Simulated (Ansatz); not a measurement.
The system is Cu.

```
Cu
1.0
     0.00000    1.80750    1.80750
     1.80750    0.00000    1.80750
     1.80750    1.80750    0.00000
Cu
1
Cartesian
  0.0000 0.0000 0.0000
```

Base run:

```yaml
Program: Ansatz 0.2.0
Functional: PBE
Potentials_or_basis: Ansatz PAW
Cutoff: "420 eV (not typed: the program's choice for these potentials)"
k_mesh: 13 × 13 × 13
Occupations: fermi-dirac, width 0.05 eV
Spin: no spin polarisation
```

Its results: band gap on the k mesh none (metal or under the smearing width); pressure 1.7 GPa.

Q: After a change of settings the same cell gave: band gap on the k mesh none (metal or under the smearing width); pressure 6.1 GPa. Which change was it?
A. cutoff from 420 eV (not typed: the program's choice for these potentials) to 250 eV
B. potentials or basis from Ansatz PAW to SSSP precision PAW; cutoff from 420 eV (not typed: the program's choice for these potentials) to 1225 eV; valence electrons from 19 to 11
C. k mesh from 13 × 13 × 13 to 9 × 9 × 9
D. functional from PBE to PBEsol

A: A.

Caveats: the pressure holds a Pulay correction of +225.3 GPa for the finite cutoff (some runs); the cutoff lies under the one recommended for these potentials (some runs).
